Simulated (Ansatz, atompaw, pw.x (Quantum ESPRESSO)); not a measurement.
## What a changed setting does to a pw.x run (fcc P)

Potential: PAW, atompaw 4.2.0.5, PBE; core [Ne], reference 3s1.5 3p3.5; waves: 3s (bound): rc 1.95 bohr; 3s channel at -0.7 Ry: rc 2.35 bohr; 3p (bound): rc 2.35 bohr; 3p channel at 2.1 Ry: rc 2.35 bohr; 3d channel at 0.1 Ry: rc 2.35 bohr; 3d channel at 1.1 Ry: rc 1.80 bohr; local part: troulliermartins scheme with l = 3 at 0 Ry, radius 1.75 bohr; core correction: smooth core density matched at 2.30 bohr; augmentation: sinc compensation charge, radius 2.00 bohr; PAW radius 2.35 bohr; waves and projectors: custom rrkj gramschmidtortho.

The reference run (k-mesh 14³, cutoffs 40/400 Ry, Fermi–Dirac 0.01 Ry, mixing_beta 0.4, conv_thr 1e-9, no spin) gives -0.95 GPa at 14.767 Å³/atom, where all-electron LAPW gives -1.13 GPa. This run, with its own iteration cap, changes k-mesh points per axis to 2.

```
&control
  calculation='scf', prefix='x', pseudo_dir='./', outdir='./tmp', tstress=.true., disk_io='none'
/
&system
  ibrav=0, nat=1, ntyp=1, ecutwfc=40, ecutrho=400, nbnd=9,
  occupations='smearing', smearing='fd', degauss=0.01
/
&electrons
  conv_thr=1e-09, mixing_beta=0.4, electron_maxstep=50
/
ATOMIC_SPECIES
P 1.0 P.UPF
CELL_PARAMETERS angstrom
  0.00000000 1.94724573 1.94724573
  1.94724573 0.00000000 1.94724573
  1.94724573 1.94724573 0.00000000
ATOMIC_POSITIONS crystal
P 0.0000 0.0000 0.0000
K_POINTS automatic
2 2 2 0 0 0
```

```bash
pw.x < P.scf.in > P.scf.out
```

Q: How does the run end?

A: It converges in 8 iterations; the free energy moves by -443.7 meV/atom and the pressure by +4.35 GPa.

```
Message from routine setup:
     using ibrav=0 with symmetry is DISCOURAGED, use correct ibrav instead
     lattice parameter (alat)  =       5.2040  a.u.
     unit-cell volume          =      99.6527 (a.u.)^3
     number of electrons       =         5.00
     number of Kohn-Sham states=            9
     kinetic-energy cutoff     =      40.0000  Ry
     charge density cutoff     =     400.0000  Ry
     scf convergence threshold =      1.0E-09
     Exchange-correlation= SLA PW PBX PBC
     number of k points=     3  Fermi-Dirac smearing, width (Ry)=  0.0100
     iteration #  1     ecut=    40.00 Ry     beta= 0.40
     total energy              =     -55.50999373 Ry
     estimated scf accuracy    <       0.00130077 Ry
     iteration #  2     ecut=    40.00 Ry     beta= 0.40
     total energy              =     -55.51048625 Ry
     estimated scf accuracy    <       0.00045741 Ry
     iteration #  3     ecut=    40.00 Ry     beta= 0.40
     total energy              =     -55.51072608 Ry
     estimated scf accuracy    <       0.00001896 Ry
     iteration #  4     ecut=    40.00 Ry     beta= 0.40
     total energy              =     -55.51077129 Ry
     estimated scf accuracy    <       0.00000184 Ry
     iteration #  5     ecut=    40.00 Ry     beta= 0.40
     total energy              =     -55.51077336 Ry
     estimated scf accuracy    <       0.00000081 Ry
     iteration #  6     ecut=    40.00 Ry     beta= 0.40
     total energy              =     -55.51077386 Ry
     estimated scf accuracy    <       0.00000007 Ry
     iteration #  7     ecut=    40.00 Ry     beta= 0.40
     total energy              =     -55.51077389 Ry
     estimated scf accuracy    <          3.8E-09 Ry
     iteration #  8     ecut=    40.00 Ry     beta= 0.40
     the Fermi energy is    11.8045 ev
!    total energy              =     -55.51077390 Ry
     estimated scf accuracy    <          8.2E-10 Ry
     smearing contrib. (-TS)   =      -0.00675842 Ry
     The total energy is F=E-TS. E is the sum of the following terms:
     one-electron contribution =       6.20130154 Ry
     hartree contribution      =       0.26221403 Ry
     xc contribution           =      -3.35306547 Ry
     ewald contribution        =     -15.57459138 Ry
     one-center paw contrib.   =     -43.03987420 Ry
     convergence has been achieved in   8 iterations
          total   stress  (Ry/bohr**3)                   (kbar)     P=       33.95
     Message from routine punch:
     Nothing written, as per user request (disk_io='none')
```

The run took about 3.7 s on one core of a shared host (Intel(R) Xeon(R) 6975P-C, 192 threads, 1512 GiB, load 71).
